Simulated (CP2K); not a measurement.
## LiF (Griceite) under changes of volume

One of the cells (8.169 Å³/atom); the others are scaled copies at fixed shape and fractional positions:

```
CELL_PARAMETERS angstrom
2.84823 0.00000 0.00000
1.42411 2.46664 0.00000
1.42411 0.82221 2.32557
ATOMIC_POSITIONS crystal
F 0.50000 0.50000 0.50000
Li 0.00000 0.00000 0.00000
```

* Program: CP2K 2026.2
* Functional: PBE
* Potentials or basis: POTENTIAL_UZH F GTH-PBE-q7, Li GTH-PBE-q1; TZVP-MOLOPT-PBE-GTH basis
* Density cutoff: 10204 eV
* k mesh: 11 × 11 × 11
* Occupations: fermi-dirac, width 0.05 eV
* Spin: no spin polarisation

```csv
volume (Å³/atom),energy over the lowest point (meV/atom),pressure (GPa),gap on the mesh (eV)
7.679,88.21,21.7,9.45
7.842,66.69,18.9,9.26
8.006,48.71,16.3,9.08
8.169,33.27,14.0,8.91
8.333,?,?,?
8.496,9.11,9.8,8.59
8.659,0.00,8.0,8.44
```

Q: What does the run at 8.333 Å³/atom give?

A: Energy over the lowest point 20.15 meV/atom; pressure 11.8 GPa; gap on the mesh 8.75 eV.

Worked out: A Birch-Murnaghan fit of order 3 (a polynomial in V^(-2/3)) to the other rows has no minimum within the range. It gives 20.16 meV/atom at 8.333 Å³/atom, against the run's 20.15, and -dE/dV = 11.7 GPa, against 11.8. A straight line through the other rows of the gap, of slope -8.38 eV per unit of ln V, gives 8.75 eV, against the run's 8.75.

Energies are extrapolated to zero smearing.

Caveats: an odd mesh through Γ misses points on the zone boundary, where band edges often lie; the basis of atomic orbitals isn't converged, which shifts pressures, moduli and gaps.
